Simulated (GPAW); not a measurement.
# Te2Mo (P6_3/mmc) in GPAW: equation of state with vdW-DF

Aim: the equation of state of Te2Mo with vdW-DF.

Program: GPAW 26.7.0. These are calculated values, not measurements. Logs are shortened: lines on timing, memory, paths and dates and some standing lists are left out, and cuts for length are marked. The log counts tension as positive stress, the text compression.

## 1. Starting point

The structure is hexagonal, space group P6_3/mmc (No. 194). The conventional cell has a = 3.518 Å, b = 3.518 Å, c = 13.974 Å, α = 90.00°, β = 90.00°, γ = 120.00°. Te (site symmetry 3m) has 3 Mo at 2.72 Å as nearest neighbours. Around Mo (site symmetry -6m2) lie 6 Te at 2.72 Å.

## 2. Equation of state, vdW-DF

Contents of run.py:

```python
from ase.eos import EquationOfState
from ase.io import Trajectory, read
from ase.units import GPa
from gpaw import GPAW, PW

atoms = read('POSCAR')

traj = Trajectory('eos.traj', 'w')
volumes, energies = [], []
for x in [0.94, 0.96, 0.98, 1.0, 1.02, 1.04, 1.06]:
    a = atoms.copy()
    a.set_cell(atoms.cell * x**(1 / 3), scale_atoms=True)
    calc = GPAW(mode=PW(600),
                xc={'name': 'vdW-DF', 'backend': 'libvdwxc'},
                kpts={'size': (5, 5, 2), 'gamma': True},
                occupations={'name': 'fermi-dirac', 'width': 0.05},
                nbands=46,
                convergence={'density': 1e-05, 'energy': 1e-05},
                maxiter=150,
                txt=f'eos-{x:.2f}.txt')
    a.calc = calc
    energies.append(a.get_potential_energy(force_consistent=True))
    volumes.append(a.get_volume())
    calc.write(f'eos-{x:.2f}.gpw')
    traj.write(a)
    print(f'{x:.2f} {volumes[-1]:10.4f} A^3 {energies[-1]:14.6f} eV', flush=True)

v0, e0, B = EquationOfState(volumes, energies, eos='birchmurnaghan').fit()
print(f'V0 = {v0:.4f} A^3, E0 = {e0:.6f} eV, B0 = {B / GPa:.2f} GPa')
```

Contents of POSCAR:

```
Te2Mo
1.0
    3.5182000000      0.0000000000      0.0000000000
   -1.7591000000      3.0468505756      0.0000000000
    0.0000000000      0.0000000000     13.9736000000
Te Mo
4 2
Direct
    0.6666666667      0.3333333333      0.3790000000
    0.3333333333      0.6666666667      0.8790000000
    0.6666666667      0.3333333333      0.1210000000
    0.3333333333      0.6666666667      0.6210000000
    0.6666666667      0.3333333333      0.7500000000
    0.3333333333      0.6666666667      0.2500000000
```

Potentials or basis: GPAW PAW data sets (gpaw-data 1.2.1), pw.

The run is started by

```console
> OMP_NUM_THREADS=1 python run.py
```

Output:

```text
__  _  _
 | _ |_)|_||  |
 |__||  | ||/\| - 26.7.0

Input parameters:
  mode=PW(ecut=600.0),
  convergence={'density': 1e-05, 'energy': 1e-05},
  kpts=MonkhorstPack(size=(5, 5, 2), gamma=True),
  maxiter=150,
  nbands=46,
  occupations=Occupations(name='fermi-dirac', width=0.05),
  xc=XC(name='vdW-DF', backend='libvdwxc')

Diagonalizing LCAO Hamiltonian
Converting LCAO to pw mode

        Te

           Mo
        Te

           Te
        Mo

           Te

Atoms  # Å, Bohr magnetons
|   | symbol |         x |        y |         z |    initial magnetic moments |
|---|--------|-----------|----------|-----------|-----------------------------|
| 0 |     Te |  1.723190 | 0.994884 |  5.187883 | ( 0.0000,  0.0000,  0.0000) |
| 1 |     Te | -0.000000 | 1.989768 | 12.032055 | ( 0.0000,  0.0000,  0.0000) |
| 2 |     Te |  1.723190 | 0.994884 |  1.656290 | ( 0.0000,  0.0000,  0.0000) |
| 3 |     Te | -0.000000 | 1.989768 |  8.500462 | ( 0.0000,  0.0000,  0.0000) |
| 4 |     Mo |  1.723190 | 0.994884 | 10.266258 | ( 0.0000,  0.0000,  0.0000) |
| 5 |     Mo | -0.000000 | 1.989768 |  3.422086 | ( 0.0000,  0.0000,  0.0000) |

Unit cell  # Å
| periodic |         x |        y |         z |   lengths |     angles |
|----------|-----------|----------|-----------|-----------|------------|
|      yes |  3.446380 | 0.000000 |  0.000000 |  3.446380 |  90.000000 |
|      yes | -1.723190 | 2.984652 |  0.000000 |  3.446380 |  90.000000 |
|      yes |  0.000000 | 0.000000 | 13.688344 | 13.688344 | 120.000000 |

Number of symmetries: 12
Symmetry operations  # r_c * U_cc + t_c -> r_c
|    | kind |            matrix            |
|----|------|------------------------------|
|  0 |  σ   |  1, 1, 0,  0,-1, 0,  0, 0, 1 |
|  1 |  S6  |  1, 1, 0, -1, 0, 0,  0, 0,-1 |
|  2 |  E   |  1, 0, 0,  0, 1, 0,  0, 0, 1 |
|  3 |  C2  |  1, 0, 0, -1,-1, 0,  0, 0,-1 |
|  4 |  C2  |  0, 1, 0,  1, 0, 0,  0, 0,-1 |
|  5 |  C3  |  0, 1, 0, -1,-1, 0,  0, 0, 1 |
|  6 |  S6  |  0,-1, 0,  1, 1, 0,  0, 0,-1 |
|  7 |  σ   |  0,-1, 0, -1, 0, 0,  0, 0, 1 |
|  8 |  σ   | -1, 0, 0,  1, 1, 0,  0, 0, 1 |
|  9 |  i   | -1, 0, 0,  0,-1, 0,  0, 0,-1 |
| 10 |  C3  | -1,-1, 0,  1, 0, 0,  0, 0, 1 |
| 11 |  C2  | -1,-1, 0,  0, 1, 0,  0, 0,-1 |

BZ-sampling:
  Number of BZ points: 50
  Number of IBZ points: 10

  Monkhorst-Pack size: [5, 5, 2]
  Monkhorst-Pack shift: [0.0, 0.0, 0.25]

K-points  # in reciprocal-cell coordinates
|   |                                coordinates |     weight |
|---|--------------------------------------------|------------|
| 0 | (  0.00000000,   0.00000000,   0.00000000) | 0.02000000 |
| 1 | (  0.00000000,   0.00000000,   0.50000000) | 0.02000000 |
| 2 | (  0.20000000,   0.00000000,   0.00000000) | 0.12000000 |
| 3 | (  0.20000000,   0.00000000,   0.50000000) | 0.12000000 |
| 4 | (  0.40000000,  -0.20000000,   0.00000000) | 0.12000000 |
| 5 | (  0.40000000,  -0.20000000,   0.50000000) | 0.12000000 |
| 6 | (  0.40000000,   0.00000000,   0.00000000) | 0.12000000 |
| 7 | (  0.40000000,   0.00000000,   0.50000000) | 0.12000000 |
| 8 | (  0.40000000,   0.40000000,   0.00000000) | 0.12000000 |
| 9 | (  0.40000000,   0.40000000,   0.50000000) | 0.12000000 |

Plane wave coefficients: 4730
Cutoff: 600.0 eV

Spin-components: 1 (collinear spins)
Bands:           46
Projectors:      32
Spin-degeneracy: 2
Datatype:        complex128

Parallelization:
  kpt:    1
  domain: 1
  band:   1

Density:
  Valence electrons: 52.0
  Components: 1
  Grid points: [20 20 80]
  Charge: 0.0  # |e|

Potential:
  Grid points: [20 20 80]

species:
  Te:
    name:    Tellurium
    Z:       52.0
    valence: 6
    core:    46
    charge:  0.0  # [|e|]
    compensation charges:
      type: gauss
      rc: 0.36  # [Å]
      lmax: 2
    cutoffs:
      filter: 2.09  # [Å]
      core: 3.17  # [Å]
    projectors
    | kind |    occ | energy [eV] | rcut [Å] |
    |------|--------|-------------|----------|
    |   5s |  2.000 |     -15.027 |    1.180 |
    |   5p |  4.000 |      -5.913 |    1.196 |
    |    s |        |      12.185 |    1.180 |
    |    p |        |      21.299 |    1.196 |
    |    d |        |       0.000 |    1.238 |

    Using partial waves for Te as LCAO basis

  Mo:
    name:    Molybdenum
    Z:       42.0
    valence: 14
    core:    28
    charge:  0.0  # [|e|]
    compensation charges:
      type: gauss
      rc: 0.38  # [Å]
      lmax: 2
    cutoffs:
      filter: 2.16  # [Å]
      core: 1.42  # [Å]
    projectors
    | kind |    occ | energy [eV] | rcut [Å] |
    |------|--------|-------------|----------|
    |   4s |  2.000 |     -64.252 |    1.238 |
    |   5s |  1.000 |      -3.999 |    1.238 |
    |   4p |  6.000 |     -38.444 |    1.296 |
    |   5p |  0.000 |      -1.008 |    1.296 |
    |   4d |  5.000 |      -3.700 |    1.296 |
    |    d |        |      23.512 |    1.296 |

    Using partial waves for Mo as LCAO basis

Reference energy: -959468.223304  # eV

eigensolver:
  PPCG
  Converge bands: occupied
  niter=2

density mixing:
  MSR1-Mixer
  Pratt-step length: 0.05
  Maximum mixing coefficient: 0.75
  Old densities: 10
  SVD Regularization: 0.005
  Good broyden scale: 1.0
  Trust region scale: 1.0
  Backstep threshold: 4.0
  History deletion threshold: 6.0
  Fourier metric: weight=20.0, sigma=0.015

occupation numbers:
  Fermi-Dirac:
    width: 0.0500  # eV

poisson solver:
  ecut: 4800.0  # eV

xc functional:
  name: vdW-DF with libvdwxc
  Mode: serial
  Semilocal: GGA_X_PBE_R+LDA_C_PW with 2 nearest neighbor stencil
  Local blocksize: 40 x 40 x 160
  PAW datasets: revPBE

convergence criteria:
[... 6 lines left out ...]
|iter     | |      energy | eigst |  dens |
|---------|-|-------------|-------|-------|
|iter:   1| | -359.861452 | +0.48 |       |
|iter:   2| | -359.829581 | -1.41 | -1.14 |
|iter:   3| | -359.537721 | -1.52 | -1.17 |
|iter:   4| | -359.226141 | -1.73 | -1.35 |
|iter:   5| | -359.131919 | -2.42 | -1.71 |
|iter:   6| | -359.145617 | -3.10 | -2.09 |
|iter:   7| | -359.138159 | -3.93 | -2.38 |
|iter:   8| | -359.137733 | -4.69 | -2.76 |
|iter:   9| | -359.137779c| -5.68 | -3.27 |
|iter:  10| | -359.137779c| -7.00 | -4.14 |
|iter:  11| | -359.137779c| -7.55c| -4.72 |
|iter:  12| | -359.137779c| -7.87c| -5.25c|

Converged in 12 steps
Energy contributions relative to reference atoms: (reference = -959468.223304)

Energy contributions:
  Kinetic:          78.951871
  Coulomb:         -77.122516
  Zero:             -0.790794
  External:          0.000000
  Xc:             -360.176295
  Entropy:          -0.000090
  Spinorbit:         0.000000
  ----------------------------
  Free energy:    -359.137824
  Extrapolated:   -359.137779

dipole moment: (-0.000097, -0.000168, -0.000770)  # |e|*Ang

Fermi level: 9.375
Eigenvalues  # (at kpt = [0.000, 0.000, 0.000])
| band index |      eig [eV] | occ [0-2] |
|------------|---------------|-----------|
|          0 |       -51.835 |     2.000 |
|        ... |               |           |
|         18 |         7.068 |     2.000 |
|         19 |         7.853 |     2.000 |
|         20 |         7.902 |     2.000 |
|         21 |         7.902 |     2.000 |
|         22 |         7.939 |     2.000 |
|         23 |         7.939 |     2.000 |
[... 8 lines left out ...]
|         32 |        12.695 |     0.000 |
|         33 |        12.695 |     0.000 |
|        ... |               |           |
|         45 |        20.474 |     0.000 |

Gap: 0.697 eV
Transition (v -> c):
  (s=0, k=0, n=25, [0.00, 0.00, 0.00]) -> (s=0, k=4, n=26, [0.40, -0.20, 0.00])
Direct/indirect transitions are different
Direct gap: 1.354 eV
Transition at: (s=0, k=4, n=25, [0.40, -0.20, 0.00])
# Writing to eos-0.94.gpw (mode='')
```

Run time: 3.5 min. Hardware: 1 thread of Intel Xeon Platinum 8559C (Emerald Rapids), shared host; peak memory 0.72 GiB.

What came out:

```yaml
Equilibrium_volume: "27.02 Å³/atom (rough: see the caveat)"
Bulk_modulus_at_fixed_shape_and_positions: 82 GPa (rough)
```

Energy against volume, from the lowest point:
| volume (Å³/atom) | energy (meV/atom) |
| --- | --- |
| 23.467 | 150.98 |
| 23.966 | 106.63 |
| 24.466 | 70.96 |
| 24.965 | 43.19 |
| 25.464 | 22.55 |
| 25.963 | 8.37 |
| 26.463 | 0.00 |

Caveat: the k mesh is coarse (spacing up to 0.41 Å⁻¹), so the values aren't converged; the minimum lies outside the volumes run; the cell was scaled at fixed shape and fractional positions, which overstates the stiffness of a crystal with free parameters, most of all of layers and chains; the PAW data sets were made with another functional, which shifts forces and pressure a little. Spin-orbit coupling is left out, which matters for the levels of Te.
